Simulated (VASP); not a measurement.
# SnTe (Fm-3m) in VASP: a series of runs

The runs below take SnTe through single point, with PBE.

Program: VASP 6.6.1. These are calculated values, not measurements. Logs are shortened: lines on timing, memory, paths and dates and some standing lists are left out, and cuts for length are marked.

### Step 1. The structure

It takes space group Fm-3m (No. 225, cubic). The conventional cell has a = 6.302 Å, b = 6.302 Å, c = 6.302 Å, α = 90.00°, β = 90.00°, γ = 90.00°. Te (site symmetry m-3m) is surrounded by 6 Sn at 3.15 Å. Sn (site symmetry m-3m) has 6 Te at 3.15 Å as nearest neighbours.

### Step 2. Single point, PBE

The input, INCAR:

```
SYSTEM = SnTe
ADDGRID  = .False.      
ALGO     = Normal         ! electronic algorithm
EDIFF    = 1E-7           ! SCF threshold, eV
ENCUT    = 340            ! plane-wave cutoff, eV
GGA      = PE             ! functional
ISIF     = 2              ! what is computed and relaxed
ISMEAR   = 0              ! smearing method
LASPH    = .True.         ! aspherical terms in the spheres
LCHARG   = .False.        ! write CHGCAR
LREAL    = .False.        ! projectors in reciprocal space
LWAVE    = .False.        ! write WAVECAR
NELM     = 100            ! most SCF steps
PREC     = Accurate       ! precision mode
SIGMA    = 0.05           ! smearing width, eV
```

The input, KPOINTS:

```
k-points
0
Gamma
  3 3 3
  0 0 0
```

The input, POSCAR:

```
SnTe
1.0
    0.0000000000      3.1508500000      3.1508500000
    3.1508500000      0.0000000000      3.1508500000
    3.1508500000      3.1508500000      0.0000000000
Te Sn
1 1
Direct
    0.5000000000      0.5000000000      0.5000000000
    0.0000000000      0.0000000000      0.0000000000
```

Potentials or basis: VASP PAW PBE potentials, release 64 (Te, Sn_d).

The run is started by

```bash
> cat potpaw_PBE.64/Te/POTCAR potpaw_PBE.64/Sn_d/POTCAR > POTCAR
> mpirun -np 1 vasp_std > vasp.out
```

OUTCAR:

```text
SYSTEM = SnTe
   EDIFF = 1E-7
   ENCUT = 340
   GGA = PE
   ISIF = 2
   ISMEAR = 0
   LASPH = .True.
   LREAL = .False.
   NELM = 100
   PREC = Accurate

 Found      4 irreducible k-points:

 Following reciprocal coordinates:
            Coordinates               Weight
  0.000000  0.000000  0.000000      1.000000
  0.333333  0.000000  0.000000      8.000000
  0.333333  0.333333  0.000000      6.000000
 -0.333333  0.333333  0.000000     12.000000
   k-points           NKPTS =      4   k-points in BZ     NKDIM =      4   number of bands    NBANDS=     14
   number of dos      NEDOS =    301   number of ions     NIONS =      2
   total plane-waves  NPLWV =  21952
   dimension x,y,z NGX =    28 NGY =   28 NGZ =   28
   dimension x,y,z NGXF=    56 NGYF=   56 NGZF=   56
   ions per type =               1   1
   NGX,Y,Z   is equivalent  to a cutoff of  10.45, 10.45, 10.45 a.u.
   NGXF,Y,Z  is equivalent  to a cutoff of  20.89, 20.89, 20.89 a.u.
 SYSTEM =  SnTe
   PREC   = accura    normal or accurate (medium, high low for compatibility)
   ISTART =      0    job   : 0-new  1-cont  2-samecut
   ICHARG =      2    charge: 1-file 2-atom 10-const
   ISPIN  =      1    spin polarized calculation?
   LNONCOLLINEAR =      F non collinear calculations
   LSORBIT =      F    spin-orbit coupling
   LASPH  =      T    aspherical Exc in radial PAW
   ENCUT  =  340.0 eV  24.99 Ry    5.00 a.u.   6.70  6.70  6.70*2*pi/ulx,y,z
   NELM   =    100;   NELMIN=  2; NELMDL= -5     # of ELM steps
   EDIFF  = 0.1E-06   stopping-criterion for ELM
   LREAL  =      F    real-space projection
   EDIFFG = 0.1E-05   stopping-criterion for IOM
   NSW    =      0    number of steps for IOM
   IBRION =     -1    ionic relax: 0-MD 1-quasi-New 2-CG
   NFREE  =      0    steps in history (QN), initial steepest desc. (CG)
   ISIF   =      2    stress and relaxation
   ISYM   =      2    0-nonsym 1-usesym 2-fastsym
   POTIM  = 0.5000    time-step for ionic-motion
   TEBEG  =    0.0;   TEEND  =   0.0 temperature during run
   PSTRESS=    0.0 pullay stress
   NELECT =      20.0000    total number of electrons
   NUPDOWN=      -1.0000    fix difference up-down
   EMIN   =  10.00;   EMAX   =-10.00  energy-range for DOS
   EFERMI =   0.00;   METHOD = LEGACY
   ISMEAR =     0;   SIGMA  =   0.05  broadening in eV -4-tet -1-fermi 0-gaus
   EFERMI_NEDOS =   21; number of points for ismear=-14 and -15
   IALGO  =     38    algorithm
   IMIX   =      4    mixing-type and parameters
     AMIX     =   0.40;   BMIX     =  1.00
     AMIX_MAG =   1.60;   BMIX_MAG =  1.00
  volume/ion in A,a.u.               =      31.28       211.10
  Fermi-wavevector in a.u.,A,eV,Ry     =   1.119387  2.115336 17.048485  1.253028
  Thomas-Fermi vector in A             =   2.256026
   LORBIT       =      0    0 simple, 1 ext, 2 COOP (PROOUT), +10 PAW based schemes
   GGA     = PE    functional components
   LHFCALC =     F    Hartree Fock is set to
   AEXX    =    0.0000 exact exchange contribution
   IVDW    =     0    specifies the selected vdW correction
   LEPSILON=     F    determine dielectric tensor
   LRPA    =     F    only Hartree local field effects (RPA)
 non-spin polarized calculation
 Gauss-broadening in eV      SIGMA  =   0.05
  energy-cutoff  :      340.00
  volume of cell :       62.56
 maximum number of plane-waves:       896
   NGX = 13   NGY = 13   NGZ = 13

 number of electron      19.9999990 magnetization

 Free energy of the ion-electron system (eV)
  ---------------------------------------------------
  ext. energy  EPLUGINS =         0.00000000
  ---------------------------------------------------
  free energy    TOTEN  =        -7.63083936 eV

  energy without entropy =       -7.63083936  energy(sigma->0) =       -7.63083936

 E-fermi :   6.5699     XC(G=0):  -9.5082

 val. band max:        6.3455290397   @ k =   0.3333   0.0000   0.0000
 cond. band min:       7.8974028927   @ k =   0.3333   0.0000   0.0000
 fundamental gap:      1.5518738530
 Fermi energy:         6.5698817951

 k-point     1 :       0.0000    0.0000    0.0000
  band No.  band energies     occupation
      1     -14.9665      2.00000
      2     -14.9665      2.00000
      3     -14.9597      2.00000
      4     -14.9597      2.00000
      5     -14.9597      2.00000
      6      -5.8613      2.00000
      7       2.2649      2.00000
      8       4.8011      2.00000
      9       4.8011      2.00000
     10       4.8011      2.00000
     11      10.2964      0.00000
     12      10.2964      0.00000
     13      10.2964      0.00000
     14      11.6961      0.00000

 k-point     2 :       0.3333    0.0000    0.0000
  band No.  band energies     occupation
      1     -14.9705      2.00000
      2     -14.9705      2.00000
      3     -14.9583      2.00000
      4     -14.9544      2.00000
      5     -14.9544      2.00000
      6      -5.0280      2.00000
      7      -0.5369      2.00000
      8       4.9990      2.00000
      9       4.9990      2.00000
     10       6.3455      2.00000
     11       7.8974      0.00000
     12       7.8974      0.00000
     13       7.9538      0.00000
     14      12.8096      0.00000

 k-point     3 :       0.3333    0.3333    0.0000
  band No.  band energies     occupation
      1     -14.9790      2.00000
      2     -14.9629      2.00000
      3     -14.9622      2.00000
      4     -14.9510      2.00000
      5     -14.9510      2.00000
      6      -4.7865      2.00000
      7       0.2840      2.00000
      8       3.3145      2.00000
      9       3.5249      2.00000
     10       3.5249      2.00000
     11       9.4842      0.00000
     12      10.7832      0.00000
     13      11.2755      0.00000
     14      11.2755      0.00000

 k-point     4 :      -0.3333    0.3333    0.0000
  band No.  band energies     occupation
      1     -14.9771      2.00000
      2     -14.9675      2.00000
      3     -14.9574      2.00000
      4     -14.9531      2.00000
      5     -14.9512      2.00000
      6      -4.2979      2.00000
      7      -0.7492      2.00000
      8       2.0606      2.00000
      9       4.0607      2.00000
     10       4.7595      2.00000
     11       9.1475      0.00000
     12       9.4619      0.00000
     13      12.0129      0.00000
     14      12.1231      0.00000

------------------------ aborting loop because EDIFF is reached ----------------------------------------

  FORCE on cell =-STRESS in cart. coord.  units (eV):
  Direction    XX          YY          ZZ          XY          YZ          ZX
  --------------------------------------------------------------------------------------
  -------------------------------------------------------------------------------------
  Total        0.7981888      0.7981888      0.7981888      0.0000000      0.0000000     -0.0000000
  in kB       20.4410418     20.4410418     20.4410418      0.0000000      0.0000000     -0.0000000
  external PRESSURE =      20.4410418 kB  Pullay stress =       0.0000000 kB

 VOLUME and BASIS-vectors are now :
 -----------------------------------------------------------------------------
  energy-cutoff  :      340.00
  volume of cell :       62.56
      direct lattice vectors                 reciprocal lattice vectors
     0.000000000  3.150850000  3.150850000    -0.158687338  0.158687338  0.158687338
     3.150850000  0.000000000  3.150850000     0.158687338 -0.158687338  0.158687338
     3.150850000  3.150850000  0.000000000     0.158687338  0.158687338 -0.158687338

 POSITION                                       TOTAL-FORCE (eV/Angst)
 -----------------------------------------------------------------------------------
      3.15085      3.15085      3.15085        -0.000000      0.000000      0.000000
      0.00000      0.00000      0.00000         0.000000     -0.000000     -0.000000
 -----------------------------------------------------------------------------------
    total drift:                               -0.000000      0.000000      0.000000

  FREE ENERGIE OF THE ION-ELECTRON SYSTEM (eV)
  ---------------------------------------------------
  free  energy   TOTEN  =        -7.6308393560 eV

  energy  without entropy=       -7.6308393560  energy(sigma->0) =       -7.63083936
```

It took 4.3 s on 1 thread of Intel Xeon Platinum 8488C (Sapphire Rapids), shared host; peak memory 0.14 GiB.

The run converged, but some of its settings lie outside the range that counts as converged, so its numbers aren't taken as properties of the crystal.

What came out:

* Free energy: -7.6308 eV
* Pressure: 2.0 GPa

Caveat: the k mesh is coarse (spacing up to 0.58 Å⁻¹), so the values aren't converged; this odd mesh misses L, where the gap lies, so gap, dielectric constants and Born charges aren't listed.

### Step 3. Single point, PBE

INCAR: that of step 2 with these lines changed.

```diff
@@ -4,3 +4,3 @@
 EDIFF    = 1E-7           ! SCF threshold, eV
-ENCUT    = 340            ! plane-wave cutoff, eV
+ENCUT    = 220            ! plane-wave cutoff, eV
 GGA      = PE             ! functional
```

The input, KPOINTS:

```
k-points
0
Gamma
  4 4 4
  0 0 0
```

POSCAR is that of step 2.

Potentials or basis: VASP PAW PBE potentials, release 64 (Te, Sn_d).

The run is started by

```bash
> cat potpaw_PBE.64/Te/POTCAR potpaw_PBE.64/Sn_d/POTCAR > POTCAR
> mpirun -np 1 vasp_std > vasp.out
```

Wall time 3.6 s (1 thread of Intel Xeon Platinum 8488C (Sapphire Rapids), shared host); peak memory 0.12 GiB.

The run converged, but a check on its numbers failed (symmetry, net force, bounds or a known fault of this set-up), so they aren't taken as properties of the crystal.

Caveat: the k mesh is coarse (spacing up to 0.43 Å⁻¹), so the values aren't converged; the cutoff lies under the usual one of these potentials, so the numbers hold a large basis-set error; spin-orbit coupling is left out, which moves the levels of the heavy elements.

### Step 4. Single point, PBE

INCAR: that of step 3 with these lines changed.

```diff
@@ -4,3 +4,3 @@
 EDIFF    = 1E-7           ! SCF threshold, eV
-ENCUT    = 220            ! plane-wave cutoff, eV
+ENCUT    = 400            ! plane-wave cutoff, eV
 GGA      = PE             ! functional
```

The input, KPOINTS:

```
k-points
0
Gamma
  3 3 3
  0 0 0
```

POSCAR is that of step 3.

Potentials or basis: VASP PAW PBE potentials, release 64 (Te, Sn_d).

The run is started by

```bash
> cat potpaw_PBE.64/Te/POTCAR potpaw_PBE.64/Sn_d/POTCAR > POTCAR
> mpirun -np 1 vasp_std > vasp.out
```

OUTCAR:

```text
SYSTEM = SnTe
   EDIFF = 1E-7
   ENCUT = 400
   GGA = PE
   ISIF = 2
   ISMEAR = 0
   LASPH = .True.
   LREAL = .False.
   NELM = 100
   PREC = Accurate

 Found      4 irreducible k-points:

 Following reciprocal coordinates:
            Coordinates               Weight
  0.000000  0.000000  0.000000      1.000000
  0.333333  0.000000  0.000000      8.000000
  0.333333  0.333333  0.000000      6.000000
 -0.333333  0.333333  0.000000     12.000000
   k-points           NKPTS =      4   k-points in BZ     NKDIM =      4   number of bands    NBANDS=     14
   number of dos      NEDOS =    301   number of ions     NIONS =      2
   total plane-waves  NPLWV =  27000
   dimension x,y,z NGX =    30 NGY =   30 NGZ =   30
   dimension x,y,z NGXF=    60 NGYF=   60 NGZF=   60
   ions per type =               1   1
   NGX,Y,Z   is equivalent  to a cutoff of  11.19, 11.19, 11.19 a.u.
   NGXF,Y,Z  is equivalent  to a cutoff of  22.39, 22.39, 22.39 a.u.
 SYSTEM =  SnTe
   PREC   = accura    normal or accurate (medium, high low for compatibility)
   ISTART =      0    job   : 0-new  1-cont  2-samecut
   ICHARG =      2    charge: 1-file 2-atom 10-const
   ISPIN  =      1    spin polarized calculation?
   LNONCOLLINEAR =      F non collinear calculations
   LSORBIT =      F    spin-orbit coupling
   LASPH  =      T    aspherical Exc in radial PAW
   ENCUT  =  400.0 eV  29.40 Ry    5.42 a.u.   7.27  7.27  7.27*2*pi/ulx,y,z
[... 70 lines left out ...]
     11      10.2969      0.00000
     12      10.2969      0.00000
     13      10.2969      0.00000
     14      11.6956      0.00000
[... 37 lines left out ...]
      1     -14.9875      2.00000
      2     -14.9782      2.00000
      3     -14.9679      2.00000
      4     -14.9637      2.00000
      5     -14.9618      2.00000
      6      -4.2980      2.00000
      7      -0.7484      2.00000
      8       2.0606      2.00000
      9       4.0607      2.00000
     10       4.7597      2.00000
     11       9.1478      0.00000
     12       9.4622      0.00000
     13      12.0131      0.00000
     14      12.1229      0.00000

------------------------ aborting loop because EDIFF is reached ----------------------------------------

  FORCE on cell =-STRESS in cart. coord.  units (eV):
  Direction    XX          YY          ZZ          XY          YZ          ZX
  --------------------------------------------------------------------------------------
  -------------------------------------------------------------------------------------
  Total        0.8746510      0.8746510      0.8746510     -0.0000000     -0.0000000      0.0000000
  in kB       22.3991833     22.3991833     22.3991833     -0.0000000     -0.0000000      0.0000000
  external PRESSURE =      22.3991833 kB  Pullay stress =       0.0000000 kB

 VOLUME and BASIS-vectors are now :
 -----------------------------------------------------------------------------
  energy-cutoff  :      400.00
  volume of cell :       62.56
      direct lattice vectors                 reciprocal lattice vectors
     0.000000000  3.150850000  3.150850000    -0.158687338  0.158687338  0.158687338
     3.150850000  0.000000000  3.150850000     0.158687338 -0.158687338  0.158687338
     3.150850000  3.150850000  0.000000000     0.158687338  0.158687338 -0.158687338

 POSITION                                       TOTAL-FORCE (eV/Angst)
 -----------------------------------------------------------------------------------
      3.15085      3.15085      3.15085         0.000000      0.000000     -0.000000
      0.00000      0.00000      0.00000        -0.000000      0.000000      0.000000
 -----------------------------------------------------------------------------------
    total drift:                               -0.000000      0.000000      0.000000

  FREE ENERGIE OF THE ION-ELECTRON SYSTEM (eV)
  ---------------------------------------------------
  free  energy   TOTEN  =        -7.6329180268 eV

  energy  without entropy=       -7.6329180268  energy(sigma->0) =       -7.63291803
```

OSZICAR:

```text
N       E                     dE             d eps       ncg     rms          rms(c)
DAV:   1     0.115088090995E+03    0.11509E+03   -0.86832E+03   112   0.136E+03
DAV:   2     0.161566933924E+01   -0.11347E+03   -0.11188E+03   118   0.334E+02
DAV:   3    -0.741848820236E+01   -0.90342E+01   -0.90165E+01   142   0.922E+01
DAV:   4    -0.767430492787E+01   -0.25582E+00   -0.25574E+00   136   0.167E+01
DAV:   5    -0.768379925356E+01   -0.94943E-02   -0.94943E-02   144   0.318E+00    0.696E+00
DAV:   6    -0.763192339777E+01    0.51876E-01   -0.13635E-01   144   0.285E+00    0.442E+00
DAV:   7    -0.763385932882E+01   -0.19359E-02   -0.63551E-02   130   0.155E+00    0.601E-01
DAV:   8    -0.763273341379E+01    0.11259E-02   -0.10899E-02   136   0.920E-01    0.250E-01
DAV:   9    -0.763293447013E+01   -0.20106E-03   -0.65768E-04   118   0.261E-01    0.102E-01
DAV:  10    -0.763291606148E+01    0.18409E-04   -0.86583E-05   148   0.997E-02    0.457E-02
DAV:  11    -0.763291820208E+01   -0.21406E-05   -0.23505E-05   112   0.476E-02    0.300E-02
DAV:  12    -0.763291800069E+01    0.20139E-06   -0.22120E-06   124   0.196E-02    0.308E-03
DAV:  13    -0.763291782900E+01    0.17169E-06   -0.12265E-07    82   0.267E-03    0.438E-03
DAV:  14    -0.763291802319E+01   -0.19419E-06   -0.13729E-08    56   0.140E-03    0.421E-04
DAV:  15    -0.763291802678E+01   -0.35930E-08   -0.82162E-09    56   0.749E-04
   1 F= -.76329180E+01 E0= -.76329180E+01  d E =-.286728E-19
```

Run time: 4.7 s. Hardware: 1 thread of Intel Xeon Platinum 8488C (Sapphire Rapids), shared host; peak memory 0.16 GiB.

These settings aren't checked as converged: the numbers below hold their error.

What came out:

```
Free energy : -7.6329 eV
Pressure    : 2.2 GPa
```

Caveat: the k mesh is coarse (spacing up to 0.58 Å⁻¹), so the values aren't converged; this odd mesh misses L, where the gap lies, so gap, dielectric constants and Born charges aren't listed.

### Step 5. Single point, PBE

INCAR: that of step 4 with these lines changed.

```diff
@@ -4,3 +4,3 @@
 EDIFF    = 1E-7           ! SCF threshold, eV
-ENCUT    = 400            ! plane-wave cutoff, eV
+ENCUT    = 460            ! plane-wave cutoff, eV
 GGA      = PE             ! functional
```

KPOINTS is that of step 4.

POSCAR is that of step 4.

The run is started by

```bash
> cat potpaw_PBE.64/Te/POTCAR potpaw_PBE.64/Sn_d/POTCAR > POTCAR
> mpirun -np 1 vasp_std > vasp.out
```

Run time: 4.5 s. Hardware: 1 thread of Intel Xeon Platinum 8488C (Sapphire Rapids), shared host; peak memory 0.17 GiB.

The run converged, but some of its settings lie outside the range that counts as converged, so its numbers aren't taken as properties of the crystal.

What came out:

```
Free energy : -7.6332 eV
Pressure    : 2.3 GPa
```

Caveat: the k mesh is coarse (spacing up to 0.58 Å⁻¹), so the values aren't converged; this odd mesh misses L, where the gap lies, so gap, dielectric constants and Born charges aren't listed.

### Step 6. Single point, PBE

INCAR: that of step 5 with these lines changed.

```diff
@@ -4,3 +4,3 @@
 EDIFF    = 1E-7           ! SCF threshold, eV
-ENCUT    = 460            ! plane-wave cutoff, eV
+ENCUT    = 520            ! plane-wave cutoff, eV
 GGA      = PE             ! functional
```

KPOINTS is that of step 5.

POSCAR is that of step 5.

Potentials or basis: VASP PAW PBE potentials, release 64 (Te, Sn_d).

The run is started by

```bash
> cat potpaw_PBE.64/Te/POTCAR potpaw_PBE.64/Sn_d/POTCAR > POTCAR
> mpirun -np 1 vasp_std > vasp.out
```

Run time: 5.9 s. Hardware: 1 thread of Intel Xeon Platinum 8488C (Sapphire Rapids), shared host; peak memory 0.19 GiB.

The run converged, but some of its settings lie outside the range that counts as converged, so its numbers aren't taken as properties of the crystal.

Results:

```yaml
Free_energy: -7.6330 eV
Pressure: 2.3 GPa
```

Caveat: the k mesh is coarse (spacing up to 0.58 Å⁻¹), so the values aren't converged; this odd mesh misses L, where the gap lies, so gap, dielectric constants and Born charges aren't listed.

### Step 7. The reference run

An earlier run on the cell as given: functional PBE; potentials or basis VASP PAW PBE potentials, release 64 (Te, Sn_d); cutoff 520 eV; k mesh 7 × 7 × 7; occupations fermi-dirac, width 0.05 eV; no spin polarisation.

* Pressure: 2.2 GPa
